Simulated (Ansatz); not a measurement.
Crystal: HfO2.

```xyz
12
Lattice="5.1180 0.0000 0.0000 0.0000 5.1857 0.0000 -0.8587 0.0000 5.2139" Properties=species:S:1:pos:R:3 pbc="T T T"
Hf    0.8021    2.3870    3.6914
Hf    3.0279    4.9798    4.1294
Hf    3.4573    2.7987    1.5224
Hf    1.2314    0.2059    1.0845
O    -0.3473    0.8733    4.4146
O     4.1773    3.4661    3.4062
O     4.6066    4.3124    0.7993
O     0.0821    1.7196    1.8076
O     1.4549    3.8473    5.1101
O     2.3751    1.2544    2.7107
O     2.8045    1.3384    0.1038
O     1.8842    3.9313    2.5032
```

| Item | Value |
| --- | --- |
| Program | Ansatz 0.2.0 |
| Task | relaxation of cell and atoms |
| Functional | BLYP |
| Potentials or basis | Ansatz PAW |
| Cutoff | 420 eV (not typed: the program's choice for these potentials) |
| k mesh | 5 × 5 × 5 |
| Occupations | fermi-dirac, width 0.05 eV |
| Spin | no spin polarisation |

At the start: volume 11.53 Å³/atom.

Problem. Where does the relaxation end?

Solution. It ends after 11 steps and the volume is 12.16 Å³/atom (+5.5 %); space group P2_1/c (No. 14, to 0.05 Å).

The path:
| step | energy change (eV) | largest force (eV/Å) | volume (Å³) |
| --- | --- | --- | --- |
| 1 | 0.0000 | 0.5208 | 138.38 |
| 2 | -0.1888 | 0.1922 | 146.71 |
| 3 | -0.2214 | 0.1602 | 145.66 |
| 4 | -0.2303 | 0.1200 | 145.86 |
| 5 | -0.2372 | 0.0382 | 145.36 |
| 6 | -0.2368 | 0.0120 | 145.52 |
| 7 | -0.2908 | 0.0151 | 145.52 |
| 8 | -0.2894 | 0.0095 | 145.91 |
| 9 | -0.2915 | 0.0094 | 145.91 |
| 10 | -0.2913 | 0.0038 | 145.95 |
| 11 | -0.2915 | 0.0038 | 145.95 |

Final structure:
```
Hf O
1.0
     5.21381    0.00000   -0.01430
     0.00000    5.23683    0.00000
    -0.88930    0.00000    5.34785
Hf O
4 8
Cartesian
  0.7992 2.3972 3.7871
  3.0807 5.0157 4.2203
  3.5253 2.8396 1.5464
  1.2438 0.2212 1.1132
  -0.4257 0.9340 4.5687
  4.3055 3.5524 3.4388
  4.7502 4.3029 0.7648
  0.0190 1.6844 1.8948
  1.4866 3.8944 5.1957
  2.3932 1.2760 2.8117
  2.8379 1.3424 0.1378
  1.9313 3.9608 2.5218
```

Caveat: the plane-wave basis is chosen anew once the cell has moved, so the energies of steps on either side of that aren't comparable; the pressure holds a Pulay correction of +0.9 GPa for the finite cutoff; the PAW data sets come from PBE, with cores solved anew for the run's functional, which leaves a small shift of forces and pressure.
